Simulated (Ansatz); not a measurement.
The system is Al.

```
Al
1.0
     0.00000    2.02481    2.02481
     2.02481    0.00000    2.02481
     2.02481    2.02481    0.00000
Al
1
Direct
  0.00000 0.00000 0.00000
```

Base run:

| Item | Value |
| --- | --- |
| Program | Ansatz 0.2.0 |
| Functional | PBEsol |
| Potentials or basis | Ansatz PAW |
| Cutoff | 420 eV (not typed: the program's choice for these potentials) |
| k mesh | 11 × 11 × 11 |
| Occupations | fermi-dirac, width 0.05 eV |
| Spin | no spin polarisation |

Its results: band gap on the k mesh none (metal or under the smearing width); pressure -1.9 GPa.

Q: The run is repeated on the same cell with these changes: functional from PBEsol to RPBE. What comes out?

A: Band gap on the k mesh none (metal or under the smearing width); pressure 1.0 GPa.

RPBE binds less tightly than PBEsol, so the same cell stands under more pressure.

Caveats: the PAW data sets come from PBE, with cores solved anew for the run's functional, which leaves a small shift of forces and pressure.
